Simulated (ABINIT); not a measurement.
The system is PbO2.

```
Pb O
1.0
     0.00000    2.70199    2.70199
     2.70199    0.00000    2.70199
     2.70199    2.70199    0.00000
Pb O
1 2
Direct
  0.00000 0.00000 0.00000
  0.75000 0.75000 0.75000
  0.25000 0.25000 0.25000
```

The cell comes from a database or a generator and needn't be the stable form of this composition.

```yaml
Program: ABINIT 10.8.3 (patched build)
Task: relaxation of cell and atoms
Functional: PBEsol
Potentials_or_basis: PseudoDojo NC SR PBEsol v0.4.1 standard
Cutoff: 1143 eV
k_mesh: 7 × 7 × 7
Occupations: fermi-dirac, width 0.05 eV
Spin: no spin polarisation
```

At the start: pressure -4.9 GPa; volume 13.15 Å³/atom.

Where does the relaxation end?

Over 5 steps the energy falls by 7.3 meV/atom and the volume is 12.69 Å³/atom (-3.5 %); space group Fm-3m (No. 225, to 0.05 Å).

Step by step:
```csv
step,energy change (eV),largest force (eV/Å),pressure (GPa),volume (Å³)
1,0.0000,0.0000,-4.86,39.45
2,-0.0143,0.0000,-2.97,38.87
3,-0.0220,0.0000,0.23,38.00
4,-0.0220,0.0000,-0.01,38.06
5,-0.0220,0.0000,0.00,38.06
```

Final structure:
```yaml
crystal:
  lattice:
    - [0.00000, 2.66976, 2.66976]
    - [2.66976, 0.00000, 2.66976]
    - [2.66976, 2.66976, 0.00000]
  atoms:
    - { symbol: Pb, position: [0.00000, 0.00000, 0.00000] }
    - { symbol: O, position: [0.75000, 0.75000, 0.75000] }
    - { symbol: O, position: [0.25000, 0.25000, 0.25000] }
```
